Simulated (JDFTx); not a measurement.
The system is ScAl3.

```
Sc Al
1.0
     4.08781    0.00000    0.00000
     0.00000    4.08781    0.00000
     0.00000    0.00000    4.08781
Sc Al
1 3
Direct
  0.00000 0.00000 0.00000
  0.50000 0.50000 0.00000
  0.00000 0.50000 0.50000
  0.50000 0.00000 0.50000
```

The cell is a database's computed one.

Base run:

* Program: JDFTx 1.7.0 (patched build)
* Functional: PBE
* Potentials or basis: PseudoDojo-SR-PBE-0.5-standard with smoothed tails
* Cutoff: 1061 eV
* Density cutoff: 8490 eV
* k mesh: 7 × 7 × 7
* Occupations: fermi-dirac, width 0.05 eV
* Spin: no spin polarisation
* Hubbard terms: Sc d U = 2 eV

Its results: band gap on the k mesh none (metal or under the smearing width); pressure 2.2 GPa.

Q: The run is repeated on the same cell with these changes: hubbard terms from Sc d U = 2 eV to Sc d U = 6 eV. What comes out?

A: Band gap on the k mesh none (metal or under the smearing width); pressure 5.8 GPa.

Caveats: the empty levels aren't tightly converged; U without spin polarisation on a metal has little footing; the U is typed as a test and isn't derived for this compound.
